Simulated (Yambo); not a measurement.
# WC (Qusongite) (P-6m2) in Yambo: a series of runs, part 3 of 3

Yambo 5.3.0.

## Step 5: Optical spectrum by the Bethe-Salpeter equation, PBEsol (cell squeezed)

File bse2.in:

```
optics
bse
bss
rim_cut
em1s
RandQpts= 1000000
RandGvec= 50 RL
Chimod= "HARTREE"
% BndsRnXs
 1 | 34 |
%
NGsBlkXs= 5 Ry
% LongDrXs
 1 | 0 | 0 |
%
BSKmod= "SEX"
BSEmod= "retarded"
BSSmod= "d"
% BSEQptR
 1 | 1 |
%
% BSEBands
 7 | 12 |
%
BSENGexx= 20 Ry
BSENGBlk= 5 Ry
% BEnRange
 0 | 20 | eV
%
% BDmRange
 0.1 | 0.1 | eV
%
BEnSteps= 200
% BLongDir
 1 | 0 | 0 |
%
BSEprop= "abs"
WRbsWF
```

File scf.in:

```
&CONTROL
  calculation = 'scf'
  prefix = 'pwscf'
  outdir = './tmp'
  pseudo_dir = './pseudo'
/
&SYSTEM
  ibrav = 0
  nat = 2
  ntyp = 2
  ecutwfc = 82
  nbnd = 15
  occupations = 'smearing'
  smearing = 'fd'
  degauss = 0.00367493
  force_symmorphic = .true.
/
&ELECTRONS
  conv_thr = 4d-10
  electron_maxstep = 120
  mixing_beta = 0.5
/
ATOMIC_SPECIES
W    183.8400 W.upf
C     12.0110 C.upf
CELL_PARAMETERS angstrom
   2.8672181576    0.0000000000    0.0000000000
  -1.4336090788    2.4830837627    0.0000000000
   0.0000000000    0.0000000000    2.7982628680
ATOMIC_POSITIONS crystal
W      0.0000000000    0.0000000000    0.0000000000
C      0.6666666667    0.3333333333    0.5000000000
K_POINTS automatic
12 12 10 0 0 0
```

File nscf.in:

```
&CONTROL
  calculation = 'nscf'
  prefix = 'pwscf'
  outdir = './tmp'
  pseudo_dir = './pseudo'
/
&SYSTEM
  ibrav = 0
  nat = 2
  ntyp = 2
  ecutwfc = 82
  nbnd = 159
  occupations = 'smearing'
  smearing = 'fd'
  degauss = 0.00367493
  force_symmorphic = .true.
/
&ELECTRONS
  conv_thr = 1d-08
  diago_full_acc = .true.
  diago_thr_init = 1d-06
/
ATOMIC_SPECIES
W    183.8400 W.upf
C     12.0110 C.upf
CELL_PARAMETERS angstrom
   2.8672181576    0.0000000000    0.0000000000
  -1.4336090788    2.4830837627    0.0000000000
   0.0000000000    0.0000000000    2.7982628680
ATOMIC_POSITIONS crystal
W      0.0000000000    0.0000000000    0.0000000000
C      0.6666666667    0.3333333333    0.5000000000
K_POINTS automatic
3 3 4 0 0 0
```

Potentials or basis: PseudoDojo 0.4.1 SR PBEsol standard.

Started as:

```bash
$ OMP_NUM_THREADS=1 pw.x -in scf.in > scf.out
$ OMP_NUM_THREADS=1 pw.x -in nscf.in > nscf.out
$ cd tmp/pwscf.save; p2y; mv SAVE ../..; cd ../..
$ OMP_NUM_THREADS=1 yambo
$ mkdir -p bse2; ln -s $PWD/g0w00/ndb.RIM bse2/
$ OMP_NUM_THREADS=1 yambo -F bse2.in -J bse2 -C bse2_out
$ OMP_NUM_THREADS=1 ypp -J bse2 -C bse2_out -e s -b 1
```

Yambo's report:

```text
[... sections 02.01 to 02.04 as in the set-up run ...]

  [02.05] Energies & Occupations
  ==============================

  [X] === General ===
  [X] Electronic Temperature                        :  0.258606E-1   300.100    [eV K]
  [X] Bosonic    Temperature                        :  0.258606E-1   300.100    [eV K]
  [X] Finite Temperature mode                       : yes
  [X] El. density                                   :  0.90351E+24 [cm-3]
  [X] Fermi Level                                   :  22.00469 [eV]

  [X] === Gaps and Widths ===
  [X] Conduction Band Min                           :  22.00469 [eV]
  [X] Valence Band Max                              :  22.00469 [eV]
  [X] Filled Bands                                  :   8
  [X] Metallic Bands                                :   9  10
  [X] Empty Bands                                   :   11  159

  [X] === Metallic Characters ===
  [X] N of el / N of met el                         :  18.00000   2.11110
  [X] Average metallic occ.                         :  0.263888

  [WARNING] [X] Metallic system

 [03] Transferred momenta grid and indexing
 ==========================================

 [BZ sampling] Q-grid is User defined and/or read from the database

 IBZ Q-points                                      :   9
 BZ  Q-points                                      :   36

 K/Q-points units:
 rlu = crystal or reduced units; cc = cartesian coordinates; iku = interal k-units

 Q [1]          [rlu]:  0.000000  0.000000  0.000000
 Q [2]          [rlu]:  0.000000  0.000000  0.250000
 Q [3]          [rlu]:  0.000000  0.000000 -0.500000
 Q [4]          [rlu]:  0.47551E-16  0.33333       0.0000
 Q [5]          [rlu]:  0.47551E-16  0.33333      0.25000
 Q [6]          [rlu]:  0.47551E-16  0.33333     -0.50000
 Q [7]          [rlu]:  0.333333  0.333333  0.000000
 Q [8]          [rlu]:  0.333333  0.333333  0.250000
 Q [9]          [rlu]:  0.333333  0.333333 -0.500000

  [03.01] X + BSE indexes
  =======================

   [03.01.01] Sigma indexes
   ========================

[... 150 lines left out ...]
     [K] Dimension                                    :   333
     [K] Bands                                        :   7  12
     [K] Exchange                                     : yes [res]
     [K] Correlation                                  : yes [res]
     [K] Kernel`s coupling                            : no
     [K] Exchange                                     : no [cpl]
     [K] Correlation                                  : no [cpl]
     [K] W interaction is bare                        : no
     [K] ALDA kernel in R-space                       : no
     [K] RL vectors                                   :  217 [exchange]
     [K] RL vectors                                   :  27 [correlation]
     [K] E/h energy range                             : -1.000000 -1.000000 [eV]
     [K] Coupling range                               :  100.0000  100.0000 [o/o]
     [W] Interaction is diagonal                      : no
     [W] Matrix size                                  :  27
     [W] Bands                                        :    1   34
     [W] e/h energy range                             : -1.000000 -1.000000 [eV]
     [W] Poles                                        :  100.0000 [o/o]
     [W] RL vectors in the sum                        :  2231
     [W] [r,Vnl] included                             : yes
     [W] Field direction                              :  0.100000E-4   0.00000      0.00000
     [W] Coulomb Cutoff                               : none
     [W] Hxc Kernel                                   : HARTREE
     [RIM] RL components                              :   59 [col]
     [RIM] Random points                              :  1000000 [col]
     [SOC] Perturbative SOC                           : no
     [K] Kernel long-range exchange                   : BAR

    [07.01.05.03] Wave-Function Phases
    ==================================

    [BSE] WF phases found       :  45.37037 [o/o]

   [07.01.06] BSE solver(s) @q1
   ============================

   [07.01.07] Diago Solver @q1
   ===========================

   [WR./bse2//ndb.BS_diago_Q1]-----------------------------------------------------
    BS kernel          energies                      : Perdew, Burke & Ernzerhof SOL(X)+Perdew, Burke & Ernzerhof SOL(C)
    [K] Identifier                                   :   6487
    [K] Dimension                                    :   333
    [K] Bands                                        :   7  12
    [K] Exchange                                     : yes [res]
    [K] Correlation                                  : yes [res]
    [K] Kernel`s coupling                            : no
    [K] Exchange                                     : no [cpl]
    [K] Correlation                                  : no [cpl]
    [K] W interaction is bare                        : no
    [K] ALDA kernel in R-space                       : no
    [K] RL vectors                                   :  217 [exchange]
    [K] RL vectors                                   :  27 [correlation]
    [K] E/h energy range                             : -1.000000 -1.000000 [eV]
    [K] Coupling range                               :  100.0000  100.0000 [o/o]
    [W] Interaction is diagonal                      : no
    [W] Matrix size                                  :  27
    [W] Bands                                        :    1   34
    [W] e/h energy range                             : -1.000000 -1.000000 [eV]
    [W] Poles                                        :  100.0000 [o/o]
    [W] RL vectors in the sum                        :  2231
    [W] [r,Vnl] included                             : yes
    [W] Field direction                              :  0.100000E-4   0.00000      0.00000
    [W] Coulomb Cutoff                               : none
    [W] Hxc Kernel                                   : HARTREE
    [RIM] RL components                              :   59 [col]
    [RIM] Random points                              :  1000000 [col]
    [SOC] Perturbative SOC                           : no
    [K] Kernel long-range exchange                   : BAR
    [BSS] Eigenstates included                       : yes
    [BSS] Field direction                            :  0.100000E-4   0.00000      0.00000
    [BSS] Eigenstates computed                       :   333
    [BSS] Number of BSE matrices                     :  1
```

o-bse2.exc_qpt1_E_sorted:

```text
# [K] Identifier                                  :   6487
# [K] Dimension                                   :   333
# [K] Bands                                       :   7  12
# [K] Exchange                                    : yes [res]
# [K] Correlation                                 : yes [res]
# [K] Kernel`s coupling                           : no
# [K] Exchange                                    : no [cpl]
# [K] Correlation                                 : no [cpl]
[... 28 lines left out ...]
#
    0.343403617        0.987587479E-3      1.00000000
    0.343703752        0.974355259E-3      2.00000000
    0.344981319        0.983004180         3.00000000
    0.345288246         1.00000000         4.00000000
    0.41442199         0.15749430E-09      5.0000000
    0.41487026         0.28856379E-10      6.0000000
[... 35 lines left out ...]
     4.07351779        0.869928483E-4      42.0000000
     4.07917581        0.485271978E-5      43.0000000
[... 292 further lines ...]
```

Wall time 1.8 min (1 thread of AMD EPYC 7R43 (Zen 3), shared host); peak memory 0.26 GiB.

What came out:

| Item | Value |
| --- | --- |
| Band gap on the k mesh, mean-field level | none (metal or under the smearing width) |

Dielectric function (along the field direction of the input):
| energy (eV) | real part | imaginary part |
| --- | --- | --- |
| 0.80 | -128.38 | 44.76 |
| 1.81 | -7.98 | 3.34 |
| 2.81 | 16.05 | 2.83 |
| 3.82 | 44.92 | 22.76 |
| 4.82 | -3.56 | 4.81 |
| 5.83 | 3.29 | 9.18 |
| 6.83 | -15.87 | 14.08 |
| 7.84 | -4.24 | 5.71 |
| 8.84 | -10.97 | 3.03 |
| 9.85 | -6.07 | 8.59 |
| 10.85 | -7.22 | 2.05 |
| 11.86 | -4.43 | 0.20 |
| 12.86 | -3.05 | 0.10 |
| 13.87 | -2.24 | 0.07 |
| 14.87 | -1.68 | 0.05 |
| 15.88 | -1.27 | 0.04 |
| 16.88 | -0.96 | 0.03 |
| 17.89 | -0.71 | 0.02 |
| 18.89 | -0.51 | 0.02 |
| 20.00 | -0.32 | 0.01 |

Caveat: the k mesh is coarse (spacing up to 0.84 Å⁻¹), so the values aren't converged; the intraband (Drude) term of the metal is left out; the ground state has no gap, which makes the many-body step unreliable; the transitions start from uncorrected Kohn-Sham levels, so peaks lie too low; exciton energies and binding change strongly with the k mesh and aren't converged on this one; spectra need much finer meshes, so this one isn't converged. Spin-orbit coupling is left out, which matters for the levels of W.

## Step 6: Summary

| task | random integration of the Coulomb term | direction of the field or of q to 0 | kernel | terms kept | solver | gap on the mesh (eV) |
| --- | --- | --- | --- | --- | --- | --- |
| optical spectrum by the Bethe-Salpeter equation | yes | x | screened exchange | resonant and antiresonant, uncoupled | diagonalisation | - |
| G0W0 quasiparticle levels | yes | x + y + z | - | - | - | none |
| optical spectrum | - | x | Hartree (RPA with local fields) | - | - | none |

Alike in all rows: level PBEsol; potentials or basis PseudoDojo 0.4.1 SR PBEsol standard; no spin polarisation; cell squeezed; k mesh 3 × 3 × 4; cutoff (eV) 1116; smearing fermi-dirac 0.05 eV; the mesh is coarse, so values aren't converged.

Caveats: all runs use coarse meshes; the ground state has no gap, which makes the many-body step unreliable; the intraband (Drude) term of the metal is left out (some runs); spectra need much finer meshes, so this one isn't converged (some runs); the transitions start from uncorrected Kohn-Sham levels, so peaks lie too low (some runs); exciton energies and binding change strongly with the k mesh and aren't converged on this one (some runs); the plasmon-pole model is rough for a metal (some runs); this version prints the column dSc/dw multiplied by 27.2 (some runs).

Total energies depend on the potentials used, so only differences within one code and one set of settings carry meaning.
